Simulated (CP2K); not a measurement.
CsPbBr3 under changes of volume

One of the cells (40.452 Å³/atom); the others are scaled copies at fixed shape and fractional positions:

```
Pb Cs Br
1.0
     5.87000    0.00000    0.00000
     0.00000    5.87000    0.00000
     0.00000    0.00000    5.87000
Pb Cs Br
1 1 3
Direct
  0.50000 0.50000 0.50000
  0.00000 0.00000 0.00000
  0.50000 0.50000 0.00000
  0.50000 0.00000 0.50000
  0.00000 0.50000 0.50000
```

Measurements of this composition are mostly on another form, of space group No. 62.

```yaml
Program: CP2K 2026.2
Functional: PBE
Potentials_or_basis: POTENTIAL_UZH Pb GTH-PBE-q4, Cs GTH-PBE-q9, Br GTH-PBE-q7; TZVP-MOLOPT-PBE-GTH basis
Density_cutoff: 6123 eV
k_mesh: 5 × 5 × 5
Occupations: fermi-dirac, width 0.05 eV
Spin: no spin polarisation
```

| volume (Å³/atom) | energy over the lowest point (meV/atom) | pressure (GPa) | gap on the mesh (eV) |
| --- | --- | --- | --- |
| 38.025 | 52.83 | 3.5 | 2.46 |
| 38.834 | 36.93 | 2.8 | 2.50 |
| 39.643 | 24.28 | 2.2 | 2.54 |
| 40.452 | ? | ? | ? |
| 41.261 | 7.42 | 1.2 | 2.61 |
| 42.070 | 2.65 | 0.7 | 2.63 |
| 42.880 | 0.00 | 0.3 | 2.66 |

Problem. What does the run at 40.452 Å³/atom give?

Solution. Energy over the lowest point 14.54 meV/atom; pressure 1.7 GPa; gap on the mesh 2.57 eV.

Worked out: A Birch-Murnaghan fit of order 3 (a polynomial in V^(-2/3)) to the other rows has its minimum at 43.62 Å³/atom, just outside them, with B0 = V·E''(V) = 18.5 GPa and B' = 4.7. It gives 14.54 meV/atom at 40.452 Å³/atom, against the run's 14.54, and -dE/dV = 1.7 GPa, against 1.7. A parabola through the other rows of the gap, of slope 1.65 eV per unit of ln V (its deformation potential) there, gives 2.57 eV, against the run's 2.57.

Energies are extrapolated to zero smearing.

Caveats: spin-orbit coupling is left out, which as a rule narrows the gap of such compounds by several tenths of an eV; an odd mesh through Γ misses points on the zone boundary, where band edges often lie; the basis of atomic orbitals isn't converged, which shifts pressures, moduli and gaps.
